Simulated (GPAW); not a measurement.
## Sn: changing the choice of potentials or basis

```
Sn
1.0
     0.00000    3.23334    3.23334
     3.23334    0.00000    3.23334
     3.23334    3.23334    0.00000
Sn
2
Direct
  0.75000 0.75000 0.75000
  0.50000 0.50000 0.50000
```

This isn't the form of Sn at room conditions, which is tetragonal (white tin).

Kept alike: task equation of state; functional LDA; k mesh 7 × 7 × 7; occupations fermi-dirac, width 0.05 eV; no spin polarisation. Program: GPAW. Cutoffs run from 600 to 800 eV. The mesh is that of the run's cell of 2 atoms. No spin-orbit coupling.

| choice of potentials or basis | volume (Å³/atom) | bulk modulus (GPa) |
| --- | --- | --- |
| HGH pseudopotentials | 32.834 | 45.5 |
| PAW data sets generated for this functional | 33.696 | 45.1 |
| the program's PAW data sets (release 1.2.1) made for this functional | 33.696 | 45.1 |

For a metal such a mesh leaves the last digits unconverged. Runs of this series that gave no sound value for these columns are left out. Volume and modulus come from cells scaled at fixed shape and fractions.

What does the choice of potentials or basis change here?

The volume runs from 32.834 (HGH pseudopotentials) to 33.696 Å³/atom (PAW data sets generated for this functional; the program's PAW data sets (release 1.2.1) made for this functional). Measured: 34.16 Å³/atom (arxiv:1703.07488); nearest PAW data sets generated for this functional; the program's PAW data sets (release 1.2.1) made for this functional, 0.46 Å³/atom off. The runs are for a static lattice. The bulk modulus runs from 45.1 (PAW data sets generated for this functional; the program's PAW data sets (release 1.2.1) made for this functional) to 45.5 GPa (HGH pseudopotentials).
